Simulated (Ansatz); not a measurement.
Stackings of close-packed layers of KI (capitals for K, lower case for the other element), each relaxed to a stress under 0.05 GPa; energies count from the stacking AcBaCb (Fm-3m).

Level of theory: Ansatz, DFT PBE, scalar-relativistic, plane waves, PAW.

Cutoff 420 eV; k points 6×6×3 on the computed 4-atom cell (Γ-centred); Gaussian smearing, width 0.02 eV; no spin polarisation.

Start (AbAc):

```yaml
crystal:
  lattice:
    - [5.07480, 0.00000, 0.00000]
    - [-2.53740, 4.39490, 0.00000]
    - [0.00000, 0.00000, 8.28706]
  atoms:
    - { symbol: K, position: [0.00000, 0.00000, 0.00000] }
    - { symbol: I, position: [0.33333, 0.66667, 0.25000] }
    - { symbol: K, position: [0.00000, 0.00000, 0.50000] }
    - { symbol: I, position: [0.66667, 0.33333, 0.75000] }
```

**Question.** Relax it.

**Answer.** The free energy falls by 6 meV/atom.

```
excess energy (meV/atom)   : 18.9
spacing of like layers (Å) : 4.336
a (Å)                      : 4.966
gap on the mesh (eV)       : 3.78
```

Relaxed structure:
```yaml
crystal:
  lattice:
    - [4.96582, 0.00000, 0.00000]
    - [-2.48291, 4.30053, 0.00000]
    - [0.00000, 0.00000, 8.67297]
  atoms:
    - { symbol: K, position: [0.00000, 0.00000, 0.00000] }
    - { symbol: I, position: [0.33333, 0.66667, 0.25000] }
    - { symbol: K, position: [0.00000, 0.00000, 0.50000] }
    - { symbol: I, position: [0.66667, 0.33333, 0.75000] }
```

Spin-orbit coupling is left out, which matters for the bands of heavy elements. An odd mesh misses points on the zone edge, so a gap read on it can be too wide.

It took 20 s on 1 thread of Arm Neoverse V2, with other jobs on the host, peak memory 0.43 GiB.